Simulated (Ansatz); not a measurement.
A run of Ansatz 0.2.0 is set up as follows.

Contents of input.yaml:

```yaml
crystal:
  lattice:
    - [2.5307640267, 0.0, 0.0]
    - [-1.2653820134, 2.1917059381, 0.0]
    - [0.0, 0.0, 8.26181508]
  atoms:
    - { symbol: Cu, position: [0.657425, 0.335402, 0.752234] }
    - { symbol: Cu, position: [0.014158, 0.017133, 0.504896] }
    - { symbol: Cu, position: [0.304836, 0.648069, 0.244955] }
    - { symbol: Cu, position: [0.006785, 0.016305, 0.004727] }
hamiltonian:
  xc: pbe
  pseudopotentials: { kind: paw }
kpoints:
  mp_grid: { grid: [12, 12, 4] }
scf:
  occupations: { method: fermi_dirac, width: 0.05 }
output:
  forces: true
  stress: true
  eigenvalues: true
```

Potentials or basis: Ansatz PAW.

Run with:

```console
$ ansatz run input.yaml --threads 2 --pin off --max-ram 5120MiB --backend cpu --events-out ev --progress --plain --runs-dir out
```

Problem. Predict the largest force.

Solution. 0.727 eV/Å.

Problem. What does it give for the pressure?

Solution. 7.3 GPa.

Problem. What does it give for the band gap on the k mesh?

Solution. None (metal or under the smearing width).

Forces in eV/Å, atoms in the order of the input:
```
Cu   0.050  0.044  0.174
Cu  -0.062 -0.069 -0.389
Cu   0.063  0.132  0.712
Cu  -0.051 -0.107 -0.497
```
